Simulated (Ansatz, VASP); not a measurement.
# MgO: VASP beside Ansatz

Contents of INCAR:

```
PREC = Accurate
ENCUT = 520
EDIFF = 1E-6
ISMEAR = 0
SIGMA = 0.05
LREAL = F
LASPH = T
NELM = 80
ALGO = Normal
ISIF = 2
LWAVE = F
LCHARG = F
GGA = CA
NBANDS = 16
```

KPOINTS

```
Automatic mesh
0
Gamma
  9 9 6
```

File POSCAR:

```
MgO
1.0
    3.5632055155      0.0000000000      0.0000000000
   -1.7816027578      3.0858264953      0.0000000000
    0.0000000000      0.0000000000      4.2941172505
Mg O
2 2
Direct
    0.3333333333      0.6666666667      0.0021597400
    0.6666666667      0.3333333333      0.5021597400
    0.3333333333      0.6666666667      0.4024402600
    0.6666666667      0.3333333333      0.9024402600
```

Input for Ansatz:

```yaml
crystal:
  lattice:
    - [3.5632055155, 0.0, 0.0]
    - [-1.7816027578, 3.0858264953, 0.0]
    - [0.0, 0.0, 4.2941172505]
  atoms:
    - { symbol: Mg, position: [0.3333333333, 0.6666666667, 0.00215974] }
    - { symbol: Mg, position: [0.6666666667, 0.3333333333, 0.50215974] }
    - { symbol: O, position: [0.3333333333, 0.6666666667, 0.40244026] }
    - { symbol: O, position: [0.6666666667, 0.3333333333, 0.90244026] }
basis:
  ecutwfc: 420
kpoints:
  mp_grid: { grid: [9, 9, 6] }
hamiltonian:
  xc: lda
scf:
  occupations: { method: gaussian, width: 0.05 }
output:
  forces: true
  stress: true
  eigenvalues: true
```

Alike in both runs: task single point; functional LDA; k mesh 9 × 9 × 6; occupations gaussian, width 0.05 eV; no spin polarisation.

```csv
,VASP,Ansatz
version,VASP 6.6.1,Ansatz 0.2.0
potentials or method,"VASP PAW LDA potentials, release 64 (Mg, O)","scalar-relativistic, plane waves, PAW"
plane-wave cutoff (eV),520,420
valence electrons in the cell,16,32
```

Ansatz gave:

| Property | Result |
| --- | --- |
| gap on the k mesh at the Fermi level (eV) | 3.18 |
| least direct gap on the mesh (eV) | 3.18 |
| pressure (GPa) | 3.1 |
| largest component of the traceless stress (GPa) | 34.80 |
| rms of the force components (eV/Å) | 2.433 |

Question: Estimate VASP's values.

Answer: gap on the k mesh at the Fermi level (eV): 3.18; least direct gap on the mesh (eV): 3.18; pressure (GPa): 2.3; largest component of the traceless stress (GPa): 36.34; rms of the force components (eV/Å): 2.530.

Atom by atom the forces differ by 0.097 eV/Å (rms over components). The two sets of potentials don't hold the same shells in valence.

Caveats: an odd mesh through Γ misses points on the zone boundary, where band edges often lie; forces of over 1 eV/Å show positions far from the minimum, so gaps and moduli don't describe the material at rest. LDA gaps usually lie below the measured ones, often by a third to a half.
